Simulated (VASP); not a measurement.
A run of VASP 6.6.1:

The input INCAR:

```
SYSTEM = W
PREC = Accurate
ENCUT = 520
EDIFF = 1E-6
ISMEAR = 0
SIGMA = 0.1
LREAL = .False.
LASPH = .True.
NELM = 60
ALGO = Fast
ISIF = 2
LWAVE = .False.
LCHARG = .False.
GGA = PS
```

Contents of KPOINTS:

```
regular mesh
0
Gamma
  28 28 28
  0 0 0
```

File POSCAR:

```
W
1.0
   -1.5782900000      1.5782900000      1.5782900000
    1.5782900000     -1.5782900000      1.5782900000
    1.5782900000      1.5782900000     -1.5782900000
W
1
Direct
    0.0000000000      0.0000000000      0.0000000000
```

Potentials or basis: VASP PAW PBE potentials, release 64 (W_sv).

Command:

```console
$ cat potpaw_PBE.64/W_sv/POTCAR > POTCAR
$ mpirun -np 1 vasp_std > vasp.out
```

Hardware: 1 thread of Intel(R) Xeon(R) Platinum 8559C (Emerald Rapids), with other jobs on the host.

Estimate the wall time of this run.

Run time: 43 s on 1 thread of Intel(R) Xeon(R) Platinum 8559C (Emerald Rapids), with other jobs on the host, peak memory 0.21 GiB. Counts: scf iterations 13, k points 624.
